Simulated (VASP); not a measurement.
Here is a VASP 6.6.1 calculation.

File INCAR:

```
ALGO = Fast ; EDIFF = 1E-7
ENCUT = 450 ; GGA = PE
ISIF = 2 ; ISMEAR = 0
LASPH = T ; LCHARG = T
LELF = T ; LREAL = F
LVHAR = T ; LWAVE = F
NELM = 100 ; PREC = Accurate
SIGMA = 0.02
```

File KPOINTS:

```
k-points
0
Gamma
  6 6 6
```

Contents of POSCAR:

```
Ge
1.0
   -2.5744897190      2.5744897190      1.3974126432
    2.5744897190     -2.5744897190      1.3974126432
    2.5744897190      2.5744897190     -1.3974126432
Ge
2
Direct
    0.5000000000      0.5000000000      0.0000000000
    0.2500000000      0.7500000000      0.5000000000
```

Potentials or basis: VASP PAW PBE potentials, release 64 (Ge_d_GW).

Launch:

```sh
$ cat potpaw_PBE.64/Ge_d_GW/POTCAR > POTCAR
$ mpirun -np 1 vasp_std > vasp.out
```

**Question.** Predict the band gap on the k mesh.

**Answer.** None (metal or under the smearing width).

**Question.** What does it give for the pressure?

**Answer.** 3.0 GPa.

Stress tensor (GPa, compression positive):
```
3.49 0.00 0.00
0.00 3.49 0.00
0.00 0.00 1.93
```

Caveat: the k mesh is coarse (spacing up to 0.43 Å⁻¹), so the values aren't converged; the cutoff is under 1.25 times the usual one of these potentials, so pressure, stress and relaxed cells hold a basis-set (Pulay) error.
